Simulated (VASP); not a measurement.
# PbSe (Clausthalite) (Fm-3m) in VASP: a series of runs

PbSe (Clausthalite) is run at these levels: PBEsol, revPBE, PBE, LDA, r2SCAN; tasks: single point.

Everything below comes from runs of VASP 6.6.1. Logs are shortened: lines on timing, memory, paths and dates and some standing lists are left out, and cuts for length are marked.

**Measured values to compare with.**

A printed reference work, monograph reports, for a bulk crystal of PbSe: band gap 0.15 eV (direct) at 4.2 K; band gap 0.28 eV (direct) at 300 K.

The runs below are set against these values where they give the same quantity.

### Step 1. The cell of the first run

It takes space group Fm-3m (No. 225, cubic). Conventional cell: a = 6.121 Å, b = 6.121 Å, c = 6.121 Å, α = 90.00°, β = 90.00°, γ = 90.00°. Within 4.0 Å of Pb (site symmetry m-3m) lie 6 Se at 3.06 Å. Se (site symmetry m-3m) has 6 Pb at 3.06 Å within 4.0 Å.

### Step 2. Single point, PBEsol

Input file INCAR:

```
PREC = Accurate
ENCUT = 520
EDIFF = 1E-7
ISMEAR = -1
SIGMA = 0.01
LREAL = F
LASPH = T
NELM = 60
ALGO = Normal
ISIF = 2
LWAVE = F
LCHARG = F
GGA = PS
NBANDS = 17
```

Input file KPOINTS:

```
Automatic mesh
0
Gamma
  6 6 6
```

Input file POSCAR:

```
PbSe
1.0
    0.0000000000      3.0606500000      3.0606500000
    3.0606500000      0.0000000000      3.0606500000
    3.0606500000      3.0606500000      0.0000000000
Pb Se
1 1
Direct
    0.0000000000      0.0000000000      0.0000000000
    0.5000000000      0.5000000000      0.5000000000
```

Potentials or basis: VASP PAW PBE potentials, release 64 (Pb_d, Se).

The run is started by

```bash
cat potpaw_PBE.64/Pb_d/POTCAR potpaw_PBE.64/Se/POTCAR > POTCAR
mpirun -np 1 vasp_std > vasp.out
```

OUTCAR:

```text
PREC = Accurate
   ENCUT = 520
   EDIFF = 1E-7
   ISMEAR = -1
   LREAL = F
   LASPH = T
   NELM = 60
   ISIF = 2
   GGA = PS

 ion  position               nearest neighbor table
   1  0.000  0.000  0.000-   2 3.06   2 3.06   2 3.06   2 3.06   2 3.06   2 3.06
   2  0.500  0.500  0.500-   1 3.06   1 3.06   1 3.06   1 3.06   1 3.06   1 3.06

  LATTYP: Found a face centered cubic cell.
 ALAT       =     6.1213000000

  Lattice vectors:

 A1 = (   0.0000000000,   3.0606500000,   3.0606500000)
 A2 = (   3.0606500000,   0.0000000000,   3.0606500000)
 A3 = (   3.0606500000,   3.0606500000,   0.0000000000)

Analysis of symmetry for initial positions (statically):
=====================================================================
 Subroutine PRICEL returns:
 Original cell was already a primitive cell.

 Routine SETGRP: Setting up the symmetry group for a
 face centered cubic supercell.

 Subroutine GETGRP returns: Found 48 space group operations
 (whereof 48 operations were pure point group operations)
 out of a pool of 48 trial point group operations.

The static configuration has the point symmetry O_h .

Analysis of symmetry for dynamics (positions and initial velocities):
=====================================================================
 Subroutine PRICEL returns:
 Original cell was already a primitive cell.

 Routine SETGRP: Setting up the symmetry group for a
 face centered cubic supercell.

 Subroutine GETGRP returns: Found 48 space group operations
 (whereof 48 operations were pure point group operations)
 out of a pool of 48 trial point group operations.

The dynamic configuration has the point symmetry O_h .

 Subroutine INISYM returns: Found 48 space group operations
 (whereof 48 operations are pure point group operations),
 and found     1 'primitive' translations

----------------------------------------------------------------------------------------

                                     Primitive cell

  volume of cell :      57.3418

  direct lattice vectors                    reciprocal lattice vectors
     0.000000000  3.060650000  3.060650000    -0.163363991  0.163363991  0.163363991
     3.060650000  0.000000000  3.060650000     0.163363991 -0.163363991  0.163363991
     3.060650000  3.060650000  0.000000000     0.163363991  0.163363991 -0.163363991

  length of vectors
     4.328412740  4.328412740  4.328412740     0.282954733  0.282954733  0.282954733

  position of ions in fractional coordinates (direct lattice)
     0.000000000  0.000000000  0.000000000
     0.500000000  0.500000000  0.500000000

  ion indices of the primitive-cell ions
   primitive index   ion index
                 1           1
                 2           2

----------------------------------------------------------------------------------------

 KPOINTS: Automatic mesh

Automatic generation of k-mesh.
 Grid dimensions read from file:
 generate k-points for:    6    6    6

 Generating k-lattice:

  Cartesian coordinates                     Fractional coordinates (reciprocal lattice)
    -0.027227332  0.027227332  0.027227332     0.166666667  0.000000000  0.000000000
     0.027227332 -0.027227332  0.027227332     0.000000000  0.166666667  0.000000000
     0.027227332  0.027227332 -0.027227332     0.000000000  0.000000000  0.166666667

  Length of vectors
     0.047159122  0.047159122  0.047159122

  Shift w.r.t. Gamma in fractional coordinates (k-lattice)
     0.000000000  0.000000000  0.000000000

 Subroutine IBZKPT returns following result:
 ===========================================

 Found     16 irreducible k-points:

 Following reciprocal coordinates:
            Coordinates               Weight
  0.000000  0.000000  0.000000      1.000000
  0.166667  0.000000  0.000000      8.000000
  0.333333  0.000000  0.000000      8.000000
  0.500000  0.000000  0.000000      4.000000
  0.166667  0.166667  0.000000      6.000000
  0.333333  0.166667  0.000000     24.000000
[... 8 lines left out ...]
 -0.333333  0.333333  0.166667     24.000000
 -0.333333  0.500000  0.166667     12.000000
   k-points           NKPTS =     16   k-points in BZ     NKDIM =     16   number of bands    NBANDS=     17
   number of dos      NEDOS =    301   number of ions     NIONS =      2
   total plane-waves  NPLWV =  32768
   dimension x,y,z NGX =    32 NGY =   32 NGZ =   32
   dimension x,y,z NGXF=    64 NGYF=   64 NGZF=   64
   ions per type =               1   1
   NGX,Y,Z   is equivalent  to a cutoff of  12.29, 12.29, 12.29 a.u.
   NGXF,Y,Z  is equivalent  to a cutoff of  24.58, 24.58, 24.58 a.u.
 SYSTEM =  unknown system
   PREC   = accura    normal or accurate (medium, high low for compatibility)
   ISTART =      0    job   : 0-new  1-cont  2-samecut
   ICHARG =      2    charge: 1-file 2-atom 10-const
   ISPIN  =      1    spin polarized calculation?
   LNONCOLLINEAR =      F non collinear calculations
   LSORBIT =      F    spin-orbit coupling
   LASPH  =      T    aspherical Exc in radial PAW
   ENCUT  =  520.0 eV  38.22 Ry    6.18 a.u.   8.05  8.05  8.05*2*pi/ulx,y,z
   NELM   =     60;   NELMIN=  2; NELMDL= -5     # of ELM steps
   EDIFF  = 0.1E-06   stopping-criterion for ELM
   LREAL  =      F    real-space projection
   EDIFFG = 0.1E-05   stopping-criterion for IOM
   NSW    =      0    number of steps for IOM
   IBRION =     -1    ionic relax: 0-MD 1-quasi-New 2-CG
   NFREE  =      0    steps in history (QN), initial steepest desc. (CG)
   ISIF   =      2    stress and relaxation
   ISYM   =      2    0-nonsym 1-usesym 2-fastsym
   POTIM  = 0.5000    time-step for ionic-motion
   TEBEG  =    0.0;   TEEND  =   0.0 temperature during run
   PSTRESS=    0.0 pullay stress
   NELECT =      20.0000    total number of electrons
   NUPDOWN=      -1.0000    fix difference up-down
   EMIN   =  10.00;   EMAX   =-10.00  energy-range for DOS
   EFERMI =   0.00;   METHOD = LEGACY
   ISMEAR =    -1;   SIGMA  =   0.01  broadening in eV -4-tet -1-fermi 0-gaus
   EFERMI_NEDOS =   21; number of points for ismear=-14 and -15
   IALGO  =     38    algorithm
   IMIX   =      4    mixing-type and parameters
     AMIX     =   0.40;   BMIX     =  1.00
     AMIX_MAG =   1.60;   BMIX_MAG =  1.00
  volume/ion in A,a.u.               =      28.67       193.48
  Fermi-wavevector in a.u.,A,eV,Ry     =   1.152377  2.177676 18.068159  1.327972
  Thomas-Fermi vector in A             =   2.289028
   LORBIT       =      0    0 simple, 1 ext, 2 COOP (PROOUT), +10 PAW based schemes
   GGA     = PS    functional components
   LHFCALC =     F    Hartree Fock is set to
   AEXX    =    0.0000 exact exchange contribution
   IVDW    =     0    specifies the selected vdW correction
   LEPSILON=     F    determine dielectric tensor
   LRPA    =     F    only Hartree local field effects (RPA)
 non-spin polarized calculation
  energy-cutoff  :      520.00
  volume of cell :       57.34
 maximum number of plane-waves:      1572
   NGX = 17   NGY = 17   NGZ = 17

 number of electron      20.0000000 magnetization

 Free energy of the ion-electron system (eV)
  ---------------------------------------------------
  ext. energy  EPLUGINS =         0.00000000
  ---------------------------------------------------
  free energy    TOTEN  =        -8.92033478 eV

  energy without entropy =       -8.92033448  energy(sigma->0) =       -8.92033463

 E-fermi :   5.0095     XC(G=0):  -9.7202

 val. band max:        4.9074007485   @ k =   0.5000   0.0000   0.0000
 cond. band min:       5.1116765382   @ k =   0.5000   0.0000   0.0000
 fundamental gap:      0.2042757897
 Fermi energy:         5.0095388583

 k-point     1 :       0.0000    0.0000    0.0000
  band No.  band energies     occupation
      1     -11.8348      2.00000
      2     -11.8348      2.00000
      3     -11.8348      2.00000
      4     -11.8333      2.00000
      5     -11.8333      2.00000
      6      -8.6991      2.00000
[... 9 lines left out ...]
     16      11.3581      0.00000
     17      12.9115      0.00000

 k-point     2 :       0.1667    0.0000    0.0000
  band No.  band energies     occupation
      1     -11.8399      2.00000
      2     -11.8399      2.00000
      3     -11.8339      2.00000
      4     -11.8262      2.00000
      5     -11.8262      2.00000
      6      -8.4905      2.00000
[... 9 lines left out ...]
     16      11.9401      0.00000
     17      14.6693      0.00000

 k-point     3 :       0.3333    0.0000    0.0000
  band No.  band energies     occupation
      1     -11.8523      2.00000
      2     -11.8523      2.00000
      3     -11.8325      2.00000
      4     -11.8093      2.00000
      5     -11.8093      2.00000
      6      -7.9721      2.00000
[... 9 lines left out ...]
     16      13.4013      0.00000
     17      16.6169      0.00000

 k-point     4 :       0.5000    0.0000    0.0000
  band No.  band energies     occupation
      1     -11.8585      2.00000
      2     -11.8585      2.00000
      3     -11.8320      2.00000
      4     -11.8008      2.00000
      5     -11.8008      2.00000
      6      -7.6228      2.00000
[... 9 lines left out ...]
     16      15.0349      0.00000
     17      15.0349      0.00000
[... 183 lines left out ...]
      1     -11.9006      2.00000
      2     -11.8363      2.00000
      3     -11.8353      2.00000
      4     -11.8064      2.00000
      5     -11.8014      2.00000
      6      -7.5707      2.00000
[... 9 lines left out ...]
     16      15.0996      0.00000
     17      15.4421      0.00000

 k-point    15 :      -0.3333    0.3333    0.1667
  band No.  band energies     occupation
      1     -11.9101      2.00000
      2     -11.8400      2.00000
      3     -11.8219      2.00000
      4     -11.8183      2.00000
      5     -11.7947      2.00000
      6      -7.3238      2.00000
[... 9 lines left out ...]
     16      16.2505      0.00000
     17      16.2681      0.00000

 k-point    16 :      -0.3333    0.5000    0.1667
  band No.  band energies     occupation
      1     -11.9389      2.00000
      2     -11.8382      2.00000
      3     -11.8275      2.00000
      4     -11.8059      2.00000
      5     -11.7890      2.00000
      6      -7.2245      2.00000
[... 9 lines left out ...]
     16      16.5374      0.00000
     17      17.5775      0.00000

------------------------ aborting loop because EDIFF is reached ----------------------------------------

  FORCE on cell =-STRESS in cart. coord.  units (eV):
  Direction    XX          YY          ZZ          XY          YZ          ZX
  --------------------------------------------------------------------------------------
  -------------------------------------------------------------------------------------
  Total       -0.1909286     -0.1909286     -0.1909286      0.0000000      0.0000000      0.0000000
  in kB       -5.3347079     -5.3347079     -5.3347079      0.0000000      0.0000000      0.0000000
  external PRESSURE =      -5.3347079 kB  Pullay stress =       0.0000000 kB

 VOLUME and BASIS-vectors are now :
 -----------------------------------------------------------------------------
  energy-cutoff  :      520.00
  volume of cell :       57.34
      direct lattice vectors                 reciprocal lattice vectors
     0.000000000  3.060650000  3.060650000    -0.163363991  0.163363991  0.163363991
     3.060650000  0.000000000  3.060650000     0.163363991 -0.163363991  0.163363991
     3.060650000  3.060650000  0.000000000     0.163363991  0.163363991 -0.163363991

 POSITION                                       TOTAL-FORCE (eV/Angst)
 -----------------------------------------------------------------------------------
      0.00000      0.00000      0.00000         0.000000      0.000000      0.000000
      3.06065      3.06065      3.06065         0.000000     -0.000000     -0.000000
 -----------------------------------------------------------------------------------
    total drift:                                0.000000     -0.000000     -0.000000

  FREE ENERGIE OF THE ION-ELECTRON SYSTEM (eV)
  ---------------------------------------------------
  free  energy   TOTEN  =        -8.9203347827 eV

  energy  without entropy=       -8.9203344782  energy(sigma->0) =       -8.92033463
```

Wall time 23 s (1 thread of AMD EPYC 7R13, shared host); peak memory 0.15 GiB.

Results:

```
Free energy            : -8.9203 eV
Pressure               : -0.5 GPa
Band gap on the k mesh : 0.20 eV, direct
```

Caveat: the PAW data sets were made with another functional, which shifts forces and pressure a little; spin-orbit coupling is left out, which moves the levels of the heavy elements.

(Continued in part 2 of 3.)
